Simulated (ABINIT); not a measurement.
A run of ABINIT 10.8.3 (patched build):

run.abi

```
# Datasets: ground state, then fixed potential
ndtset 2

# Pseudopotentials
pp_dirpath "./"
pseudos "Pb.GGA_PBE-JTH.xml, Te.GGA_PBE-JTH.xml"

# Structure
acell 3*1.0 Angstrom
rprim
     0.0000000000     3.2310000000     3.2310000000
     3.2310000000     0.0000000000     3.2310000000
     3.2310000000     3.2310000000     0.0000000000
ntypat 2
znucl 82 52
natom 2
typat 1 2
xred
     0.0000000000     0.0000000000     0.0000000000
     0.5000000000     0.5000000000     0.5000000000

# Plane-wave basis
ecut 17.0
pawecutdg 34.0

# Exchange and correlation
ixc -106132

# Bands and occupations
occopt 3
tsmear 0.05 eV

# SCF cycle
nstep 100

# Output
iomode 3
prtwf 0
prteig 0
prtebands 0
prtden1 1
prtvha1 1
prtvclmb1 1
prtpot1 1

# Dataset 1
kptopt1 1
ngkpt1 7 7 7
nshiftk1 1
shiftk1 0.0 0.0 0.0
nband1 14
tolvrs1 1.0e-9

# Dataset 2: bands along G-X-W-K-G-L-U-W-L-K
iscf2 -2
getden2 1
nband2 18
nbdbuf2 2
tolwfr2 1.0e-12
kptopt2 -9
ndivsm2 5
prteig2 1
prtvol2 -3
kptbounds2
     0.0000000000     0.0000000000     0.0000000000
     0.5000000000     0.0000000000     0.5000000000
     0.5000000000     0.2500000000     0.7500000000
     0.3750000000     0.3750000000     0.7500000000
     0.0000000000     0.0000000000     0.0000000000
     0.5000000000     0.5000000000     0.5000000000
     0.6250000000     0.2500000000     0.6250000000
     0.5000000000     0.2500000000     0.7500000000
     0.5000000000     0.5000000000     0.5000000000
     0.3750000000     0.3750000000     0.7500000000
```

Potentials or basis: JTH PAW PBE v2.0.

Command:

```console
$ abinit run.abi > log 2>&1
```

Hardware: 1 thread of Arm Neoverse V1 (shared host).

Q: Estimate the wall time of this run.

A: Run time: 99 s on 1 thread of Arm Neoverse V1, on a shared host, peak memory 0.14 GiB. Counts: scf iterations 12, k points 20, bands 14, plane waves 1541.
